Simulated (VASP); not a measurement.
Wanted: the native input for a VASP 6.6.1 run.

```
Task                   : relaxation of shape and atoms at fixed volume
Functional             : LDA
Potentials or basis    : VASP PAW LDA potentials, release 64 (Si)
Cutoff                 : 600 eV
k mesh                 : 18 × 18 × 15
Occupations            : methfessel-paxton, width 0.1 eV
Spin                   : no spin polarisation
Further INCAR settings : ALGO = Fast; EDIFF = 1e-07; IBRION = 2; EDIFFG = -0.01; NSW = 40; ISIF = 4
```

The structure of Si lies in POSCAR:

```
Si                                      
1.0
    2.6271882238      0.0000000000      0.0000000000
   -1.3135941119      2.2752117422     -0.0000000000
    0.0000000000      0.0000000000      2.4847466761
  Si            
     1
Direct
     0.0000000000000000    0.0000000000000000    0.0000000000000000
```

This isn't the form of Si at room conditions, which is diamond.

The cell isn't the ideal one: a relaxed cell with its volume scaled by 1.02.

These files were run (other wordings do the same):

INCAR

```
SYSTEM = Si
  PREC = Accurate
  ENCUT = 600
  EDIFF = 1E-7
  ISMEAR = 1
  SIGMA = 0.1
  LREAL = .False.
  LASPH = .True.
  NELM = 80
  ALGO = Fast
  ISIF = 4
  LWAVE = .False.
  LCHARG = .False.
  GGA = CA
  IBRION = 2
  NSW = 40
  EDIFFG = -0.01
```

KPOINTS

```
Automatic mesh
0
Gamma
  18 18 15
  0 0 0
```

Potentials or basis: VASP PAW LDA potentials, release 64 (Si).

Command:

```bash
$ cat potpaw_LDA.64/Si/POTCAR > POTCAR
$ mpirun -np 1 vasp_std > vasp.out
```

It gave:

- Pressure after relaxing: -2.2 GPa
- Band gap on the k mesh: none (metal or under the smearing width)

Caveat: the relaxation stopped at its first step, so nothing moved.

Wall time 8.5 s on 1 thread of Intel(R) Xeon(R) 6975P-C (Granite Rapids), on a shared host, peak memory 0.14 GiB.
